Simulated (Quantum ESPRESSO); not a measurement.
# GaN (P6_3mc) in Quantum ESPRESSO: settings compared

The runs below take GaN through single point, equation of state, band structure, with LDA, optB88-vdW.

Program: Quantum ESPRESSO 7.5. These are calculated values, not measurements. Logs are shortened: lines on timing, memory, paths and dates and some standing lists are left out, and cuts for length are marked.

## (1) Starting point

It takes space group P6_3mc (No. 186, hexagonal). The conventional cell has a = 3.180 Å, b = 3.180 Å, c = 5.166 Å, α = 90.00°, β = 90.00°, γ = 120.00°. Around Ga (site symmetry 3m) lie 4 N at 1.94 to 1.95 Å. N (site symmetry 3m) has 4 Ga at 1.94 to 1.95 Å as nearest neighbours.

## (2) Single point, LDA, 10.63 Å³/atom

pw.in

```
&CONTROL
  calculation = 'scf'
  prefix = 'pwscf'
  outdir = './tmp'
  pseudo_dir = './pseudo'
  tprnfor = .true.
  tstress = .true.
  disk_io = 'nowf'
/
&SYSTEM
  ibrav = 0
  nat = 4
  ntyp = 2
  ecutwfc = 106
  nbnd = 36
  occupations = 'smearing'
  smearing = 'fd'
  degauss = 0.00367493
/
&ELECTRONS
  conv_thr = 8d-10
  electron_maxstep = 120
  mixing_beta = 0.5
/
ATOMIC_SPECIES
Ga    69.7230 Ga.upf
N     14.0070 N.upf
CELL_PARAMETERS angstrom
   3.1150838257    0.0000000000    0.0000000000
  -1.5575419129    2.6977417280    0.0000000000
   0.0000000000    0.0000000000    5.0605418376
ATOMIC_POSITIONS crystal
Ga     0.6666666667    0.3333333333    0.5000000000
Ga     0.3333333333    0.6666666667    0.0000000000
N      0.6666666667    0.3333333333    0.8750000000
N      0.3333333333    0.6666666667    0.3750000000
K_POINTS automatic
10 10 5 0 0 0
```

Potentials or basis: PseudoDojo 0.4.1 SR LDA stringent.

Started as:

```
$ OMP_NUM_THREADS=1 pw.x -in pw.in > pw.out
```

pw.out:

```text
This program is part of the open-source Quantum ESPRESSO suite
     for quantum simulation of materials; please cite
         "P. Giannozzi et al., J. Phys.:Condens. Matter 21 395502 (2009);
         "P. Giannozzi et al., J. Phys.:Condens. Matter 29 465901 (2017);
         "P. Giannozzi et al., J. Chem. Phys. 152 154105 (2020);
     in publications or presentations arising from this work. More details at

     Message from routine setup:
     using ibrav=0 with symmetry is DISCOURAGED, use correct ibrav instead

     G-vector sticks info
     --------------------
     sticks:   dense  smooth     PW     G-vecs:    dense   smooth      PW
     Sum        1027    1027    295                42309    42309    6435

     Using Slab Decomposition

     bravais-lattice index     =            0
     lattice parameter (alat)  =       5.8867  a.u.
     unit-cell volume          =     286.9880 (a.u.)^3
     number of atoms/cell      =            4
     number of atomic types    =            2
     number of electrons       =        52.00
     number of Kohn-Sham states=           36
     kinetic-energy cutoff     =     106.0000  Ry
     charge density cutoff     =     424.0000  Ry
     scf convergence threshold =      8.0E-10
     mixing beta               =       0.5000
     number of iterations used =            8  plain     mixing
     Exchange-correlation= SLA  PW   NOGX NOGC
                           (   1   4   0   0   0   0   0)

     celldm(1)=   5.886655  celldm(2)=   0.000000  celldm(3)=   0.000000
     celldm(4)=   0.000000  celldm(5)=   0.000000  celldm(6)=   0.000000

     crystal axes: (cart. coord. in units of alat)
               a(1) = (   1.000000   0.000000   0.000000 )
               a(2) = (  -0.500000   0.866025   0.000000 )
               a(3) = (   0.000000   0.000000   1.624528 )

     reciprocal axes: (cart. coord. in units 2 pi/alat)
               b(1) = (  1.000000  0.577350 -0.000000 )
               b(2) = (  0.000000  1.154701  0.000000 )
               b(3) = (  0.000000 -0.000000  0.615563 )

     PseudoPot. # 1 for Ga read from file:
     Ga.upf
     Pseudo is Norm-conserving + core correction, Zval = 21.0
     Generated using ONCVPSP code by D. R. Hamann
     Using radial grid of 1858 points,  6 beta functions with:
                l(1) =   0
                l(2) =   0
                l(3) =   1
                l(4) =   1
                l(5) =   2
                l(6) =   2

     PseudoPot. # 2 for N  read from file:
     N.upf
     Pseudo is Norm-conserving + core correction, Zval =  5.0
     Generated using ONCVPSP code by D. R. Hamann
     Using radial grid of 1058 points,  4 beta functions with:
                l(1) =   0
                l(2) =   0
                l(3) =   1
                l(4) =   1

     atomic species   valence    mass     pseudopotential
     Ga               21.00    69.72300     Ga( 1.00)
     N                 5.00    14.00700     N ( 1.00)

     12 Sym. Ops. (no inversion) found ( 6 have fractional translation)

   Cartesian axes

     site n.     atom                  positions (alat units)
         1        Ga     tau(   1) = (   0.5000000   0.2886751   0.8122642  )
         2        Ga     tau(   2) = (  -0.0000000   0.5773503   0.0000000  )
         3        N      tau(   3) = (   0.5000000   0.2886751   1.4214623  )
         4        N      tau(   4) = (  -0.0000000   0.5773503   0.6091981  )

     number of k points=    42  Fermi-Dirac smearing, width (Ry)=  0.0037
                       cart. coord. in units 2pi/alat
        k(    1) = (   0.0000000   0.0000000   0.0000000), wk =   0.0040000
        k(    2) = (   0.0000000   0.0000000   0.1231127), wk =   0.0080000
        k(    3) = (   0.0000000   0.0000000   0.2462253), wk =   0.0080000
        k(    4) = (   0.0000000   0.1154701   0.0000000), wk =   0.0240000
        k(    5) = (   0.0000000   0.1154701   0.1231127), wk =   0.0480000
        k(    6) = (   0.0000000   0.1154701   0.2462253), wk =   0.0480000
[... 34 lines left out ...]
        k(   41) = (   0.3000000   0.5196152   0.1231127), wk =   0.0480000
        k(   42) = (   0.3000000   0.5196152   0.2462253), wk =   0.0480000

     Dense  grid:    42309 G-vectors     FFT dimensions: (  40,  40,  64)

     Check: negative core charge=   -0.000001

     Initial potential from superposition of free atoms

     starting charge      51.9959, renormalised to      52.0000
     Starting wfcs are   34 randomized atomic wfcs +    2 random wfcs

     Self-consistent Calculation

     iteration #  1     ecut=   106.00 Ry     beta= 0.50
     Davidson diagonalization with overlap
     ethr =  1.00E-02,  avg # of iterations =  4.0

     total energy              =   -1033.13686976 Ry
     estimated scf accuracy    <       1.02724104 Ry

     iteration #  2     ecut=   106.00 Ry     beta= 0.50
     Davidson diagonalization with overlap
     ethr =  1.98E-03,  avg # of iterations =  2.0

     total energy              =   -1033.43899908 Ry
     estimated scf accuracy    <       0.18042473 Ry

     iteration #  3     ecut=   106.00 Ry     beta= 0.50
     Davidson diagonalization with overlap
     ethr =  3.47E-04,  avg # of iterations =  2.1
[... 36 lines left out ...]
     total energy              =   -1033.46962455 Ry
     estimated scf accuracy    <       0.00000002 Ry

     iteration #  9     ecut=   106.00 Ry     beta= 0.50
     Davidson diagonalization with overlap
     ethr =  2.14E-11,  avg # of iterations =  2.0

     total energy              =   -1033.46962455 Ry
     estimated scf accuracy    <          8.7E-10 Ry

     iteration # 10     ecut=   106.00 Ry     beta= 0.50
     Davidson diagonalization with overlap
     ethr =  1.67E-12,  avg # of iterations =  2.0

     End of self-consistent calculation

          k = 0.0000 0.0000 0.0000 (  5299 PWs)   bands (ev):

  -128.6101-128.6100 -79.8485 -79.8477 -79.8477 -79.8475 -79.8475 -79.8463
    -3.8698  -2.7795  -1.0960  -1.0704  -1.0704  -0.9944  -0.9944  -0.7661
    -0.7661  -0.6441  -0.6441   0.7584   4.9687  11.4535  11.4535  12.5383
    12.6063  12.6063  15.0303  17.2426  22.0628  22.7509  22.7509  23.7315
    24.7125  24.7125  27.3932  28.6170

          k = 0.0000 0.0000 0.1231 (  5293 PWs)   bands (ev):

  -128.6101-128.6100 -79.8482 -79.8477 -79.8477 -79.8475 -79.8475 -79.8466
    -3.7362  -2.8338  -1.0679  -1.0679  -1.0665  -1.0060  -1.0060  -0.7501
    -0.7501  -0.6516  -0.6516   0.2653   5.8155  11.5056  11.5586  11.5586
    12.4913  12.4913  15.8429  17.3208  21.7939  22.7972  22.7972  22.8060
    24.3212  24.3212  27.8625  29.1826

          k = 0.0000 0.0000 0.2462 (  5324 PWs)   bands (ev):
[... 89 lines left out ...]
  -128.6100-128.6100 -79.8492 -79.8490 -79.8482 -79.8478 -79.8476 -79.8468
    -2.8273  -2.6006  -1.0288  -0.9646  -0.9126  -0.8356  -0.7918  -0.7251
    -0.6759  -0.6293   0.1414   1.2334   5.7936   7.1222   8.4277   9.8839
    10.9285  11.4181  17.2884  18.1073  20.0856  21.0677  23.1771  23.6721
    24.1540  26.4061  26.5259  30.3043

          k = 0.0000 0.4619 0.2462 (  5280 PWs)   bands (ev):

  -128.6100-128.6100 -79.8492 -79.8492 -79.8480 -79.8479 -79.8473 -79.8470
    -2.7160  -2.6295  -1.0341  -0.9934  -0.9088  -0.8412  -0.7799  -0.7282
    -0.6668  -0.6503   0.3841   0.7941   5.8718   6.4042   9.8052  10.3174
    10.8761  10.8985  17.0415  17.7275  20.4983  20.9993  22.8848  23.0177
    24.5772  25.6603  27.3015  28.9668

          k = 0.0000-0.5774 0.0000 (  5290 PWs)   bands (ev):

  -128.6100-128.6100 -79.8493 -79.8492 -79.8484 -79.8478 -79.8476 -79.8469
    -2.8015  -2.5904  -1.0230  -0.9863  -0.8742  -0.8236  -0.7552  -0.7477
    -0.6559  -0.6135   0.6124   1.2022   5.7497   7.0419   8.0013   9.5760
    10.1249  11.5302  17.7253  18.4652  18.7941  21.6532  23.2038  23.3220
    25.2986  26.5228  27.1549  30.0112

          k = 0.0000-0.5774 0.1231 (  5294 PWs)   bands (ev):

  -128.6100-128.6100 -79.8494 -79.8492 -79.8483 -79.8478 -79.8475 -79.8469
    -2.7603  -2.5891  -1.0348  -0.9631  -0.9046  -0.8413  -0.7728  -0.7059
    -0.6549  -0.6242   0.6525   1.1419   5.4864   6.5673   8.7174   9.7381
    10.5715  11.3100  17.2863  17.7857  20.1690  21.0389  23.2969  23.5928
    24.0801  26.6826  26.7769  30.7275

          k = 0.0000-0.5774 0.2462 (  5266 PWs)   bands (ev):

  -128.6100-128.6100 -79.8494 -79.8493 -79.8481 -79.8479 -79.8472 -79.8470
    -2.6721  -2.6064  -1.0416  -0.9996  -0.9018  -0.8272  -0.7679  -0.7070
    -0.6508  -0.6412   0.7783   0.9721   5.3925   5.8171  10.0014  10.1813
    10.7763  10.8308  16.8806  17.5092  20.5005  20.9374  22.8210  23.0625
    24.5879  25.7968  27.5488  29.1702

          k = 0.1000 0.1732 0.0000 (  5317 PWs)   bands (ev):

  -128.6101-128.6100 -79.8484 -79.8482 -79.8480 -79.8478 -79.8476 -79.8464
    -3.5541  -2.7047  -1.0514  -1.0302  -0.9873  -0.9603  -0.9107  -0.7924
    -0.7668  -0.6969  -0.6360   0.9889   5.4214   9.7152  10.4101  11.1637
    12.2004  12.2246  16.5663  18.6901  21.1631  21.1934  23.5915  23.6516
    23.7538  25.3537  26.4074  26.9675

          k = 0.1000 0.1732 0.1231 (  5297 PWs)   bands (ev):

  -128.6101-128.6100 -79.8484 -79.8480 -79.8479 -79.8478 -79.8476 -79.8466
    -3.4383  -2.7398  -1.0456  -1.0237  -0.9807  -0.9714  -0.9153  -0.7571
    -0.7532  -0.7101  -0.6435   0.5368   6.1584   9.8976  10.2043  10.9866
    11.9947  12.0646  16.9131  18.7451  20.7753  21.2490  22.9153  23.5084
    23.8227  24.9602  27.3868  27.4697
[... 163 lines left out ...]
  -128.6100-128.6100 -79.8490 -79.8489 -79.8488 -79.8484 -79.8473 -79.8470
    -2.6534  -2.6006  -1.0489  -0.9007  -0.8680  -0.8094  -0.7581  -0.7564
    -0.7063  -0.6987   0.9979   1.3821   6.3585   6.6477   7.3353   9.3842
     9.5920  10.3026  18.1873  20.0419  20.8104  20.8892  22.2491  22.4299
    25.4766  26.6379  26.8376  29.6439

          k = 0.3000 0.5196 0.2462 (  5295 PWs)   bands (ev):

  -128.6100-128.6100 -79.8491 -79.8491 -79.8487 -79.8486 -79.8471 -79.8470
    -2.6046  -2.5846  -0.9669  -0.9413  -0.9235  -0.8580  -0.7554  -0.7540
    -0.7074  -0.6954   1.1191   1.2706   6.0255   6.1812   7.8008   8.6066
    10.6369  10.9536  19.0311  19.2355  20.1602  20.5786  21.9476  22.1370
    25.9375  26.7905  27.4741  28.1259

     the Fermi energy is    13.8440 ev

!    total energy              =   -1033.46962455 Ry
     estimated scf accuracy    <          1.1E-12 Ry
     smearing contrib. (-TS)   =      -0.00000000 Ry
     internal energy E=F+TS    =   -1033.46962455 Ry

     The total energy is F=E-TS. E is the sum of the following terms:
     one-electron contribution =    -758.13968715 Ry
     hartree contribution      =     392.52156730 Ry
     xc contribution           =    -113.57776180 Ry
     ewald contribution        =    -554.27374290 Ry

     convergence has been achieved in  10 iterations

     Forces acting on atoms (cartesian axes, Ry/au):

     atom    1 type  1   force =     0.00000000    0.00000000   -0.00559845
     atom    2 type  1   force =     0.00000000    0.00000000   -0.00559845
     atom    3 type  2   force =     0.00000000    0.00000000    0.00559845
     atom    4 type  2   force =     0.00000000    0.00000000    0.00559845

     Total force =     0.011197     Total SCF correction =     0.000004

     Computing stress (Cartesian axis) and pressure

          total   stress  (Ry/bohr**3)                   (kbar)     P=       69.82
   0.00041383   0.00000000   0.00000000           60.88        0.00        0.00
   0.00000000   0.00041383   0.00000000            0.00       60.88        0.00
   0.00000000   0.00000000   0.00059627            0.00        0.00       87.72

=------------------------------------------------------------------------------=
   JOB DONE.
=------------------------------------------------------------------------------=
```

It took 75 s on 1 thread of Intel Xeon at 2.80GHz (Skylake/Cascade Lake), shared host; peak memory 0.19 GiB.

Results:

```yaml
Free_energy: -14061.0706 eV
Pressure: 7.0 GPa
Largest_force: 0.144 eV/Å
Band_gap_on_the_k_mesh: 2.42 eV, direct
```

## (3) Single point, LDA, 10.86 Å³/atom

Edit pw.in of step 2 so:

```diff
@@ -28,5 +28,5 @@
 CELL_PARAMETERS angstrom
-   3.1150838257    0.0000000000    0.0000000000
-  -1.5575419129    2.6977417280    0.0000000000
-   0.0000000000    0.0000000000    5.0605418376
+   3.1370217585    0.0000000000    0.0000000000
+  -1.5685108793    2.7167405351    0.0000000000
+   0.0000000000    0.0000000000    5.0961806304
 ATOMIC_POSITIONS crystal
```

Potentials or basis: PseudoDojo 0.4.1 SR LDA stringent.

Started as:

```
$ OMP_NUM_THREADS=1 pw.x -in pw.in > pw.out
```

Run time: 75 s. Hardware: 1 thread of Intel Xeon at 2.80GHz (Skylake/Cascade Lake), shared host; peak memory 0.2 GiB.

It converged, with:

- Free energy: -14061.1056 eV
- Pressure: 2.2 GPa
- Largest force: 0.138 eV/Å
- Band gap on the k mesh: 2.28 eV, direct

(Continued in part 2 of 2.)
